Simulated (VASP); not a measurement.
# Rh: single point with PBEsol

The system is Rh.

```
Rh
1.0
     0.00000    1.91480    1.91480
     1.91480    0.00000    1.91480
     1.91480    1.91480    0.00000
Rh
1
Direct
  0.00000 0.00000 0.00000
```

```yaml
Program: VASP 6.6.1
Task: single point
Functional: PBEsol
Potentials_or_basis: VASP PAW PBE potentials, release 64 (Rh_pv)
Cutoff: 300 eV
k_mesh: 20 × 20 × 20
Occupations: methfessel-paxton, width 0.1 eV
Spin: no spin polarisation
Further_INCAR_settings: ALGO = Normal; EDIFF = 1e-06; NBANDS = 14
```

```
Pressure               : -11.0 GPa
Band gap on the k mesh : none (metal or under the smearing width)
```

Levels at points of the mesh, in eV from the Fermi level:
| k point | band 5 | band 6 | band 7 | band 8 | band 9 | band 10 |
| --- | --- | --- | --- | --- | --- | --- |
| (0.00, 0.00, 0.00) | -3.00 | -3.00 | -3.00 | -0.96 | -0.96 | 15.93 |
| (0.50, 0.00, 0.00) | -3.07 | -3.07 | 0.55 | 0.55 | 0.66 | 8.35 |
| (0.50, 0.50, 0.00) | -5.80 | 0.53 | 0.95 | 0.95 | 3.13 | 11.94 |

It took 2.2 s on 4 MPI ranks on Intel(R) Xeon(R) 6975P-C (Granite Rapids), on a shared host, peak memory 0.12 GiB a rank.

Caveat: the cutoff is under 1.25 times the usual one of these potentials, so pressure, stress and relaxed cells hold a basis-set (Pulay) error; the PAW data sets were made with another functional, which shifts forces and pressure a little.
